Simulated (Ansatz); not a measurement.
## Sn: one input, then a changed one

The cell is COD entry 1534488, as deposited and not checked against the literature; nothing was relaxed.

First run: DFT, PBEsol, all-electron LAPW, scalar-relativistic (Ansatz 0.2.0).

Command: `ansatz run input.yaml --threads 1 --pin off --max-ram 2048MiB --backend cpu --events-out ev --progress --plain --runs-dir out` The run took 93 s on 1 thread of Arm Neoverse V1, with other jobs on the host, peak memory 0.87 GiB.

```yaml
crystal:
  lattice:
    - [-2.91585, 2.91585, 1.59065]
    - [2.91585, -2.91585, 1.59065]
    - [2.91585, 2.91585, -1.59065]
  atoms:
    - { symbol: Sn, position: [0.0, 0.0, 0.0] }
    - { symbol: Sn, position: [0.75, 0.25, 0.5] }
kpoints:
  mp_grid: { grid: [15, 15, 15] }
  band_path:
    path:
      - [0.0, 0.0, 0.0]
      - [0.0, 0.0, 0.5]
      - [-0.5, 0.5, 0.5]
      - [0.0, 0.0, 0.0]
      - [0.3243975974, 0.3243975974, -0.3243975974]
      - [-0.3243975974, 0.6756024026, 0.3243975974]
      - [-0.5, 0.5, 0.5]
      - [0.0, 0.0, 0.5]
      - [0.25, 0.25, 0.25]
    npoints: 5
scf:
  occupations: { method: fermi_dirac, width: 0.05 }
hamiltonian:
  xc: pbesol
  pseudopotentials: { kind: all_electron, lapw: { basis_error: 0.0005 } }
output:
  forces: true
  stress: true
  eigenvalues: true
```

Result: converged; pressure -0.31 GPa; no gap on the k mesh; 8 SCF iterations.

No spin–orbit coupling, which matters for the heavy atoms here.

The input is then changed:

```diff
@@ -8,5 +8,5 @@
     - { symbol: Sn, position: [0.75, 0.25, 0.5] }
 kpoints:
-  mp_grid: { grid: [15, 15, 15] }
+  mp_grid: { grid: [19, 19, 19], shift: [0.5, 0.5, 0.5] }
   band_path:
     path:
@@ -30,3 +30,4 @@
   stress: true
   eigenvalues: true
+accuracy: low
```

**Question.** Predict the outcome of the changed run.

**Answer.** It converged; energy at zero smearing -0.6 meV/atom from the first run; pressure -0.34 GPa; no gap on the k mesh; 8 SCF iterations. Some of these settings are too coarse for converged properties.
